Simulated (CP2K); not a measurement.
Crystal: As.

```xyz
2
Lattice="4.5664 0.0000 0.0000 -2.2832 3.9546 0.0000 0.0000 0.0000 2.8337" Properties=species:S:1:pos:R:3 pbc="T T T"
As    0.0000    2.6364    0.0000
As    2.2832    1.3182    0.0000
```

The cell was built by a generator and needn't be a form met in nature.

Base run:

```yaml
Program: CP2K 2026.2
Functional: PBEsol
Potentials_or_basis: POTENTIAL_UZH As GTH-PBE-q5; TZVP-MOLOPT-PBE-GTH basis
Density_cutoff: 9184 eV
k_mesh: 7 × 7 × 9
Occupations: fermi-dirac, width 0.05 eV
Spin: no spin polarisation
```

Its results: band gap on the k mesh none (metal or under the smearing width); pressure -1.3 GPa.

Question: The run is repeated on the same cell with these changes: functional from PBEsol to PBE. What comes out?

Answer: Band gap on the k mesh none (metal or under the smearing width); pressure 0.2 GPa.

PBE binds less tightly than PBEsol, so the same cell stands under more pressure.

Caveats: the basis of atomic orbitals isn't converged, which shifts pressures, moduli and gaps; the potentials were made for another functional, which shifts forces and pressure (some runs).

Not every run made on this cell is shown here.
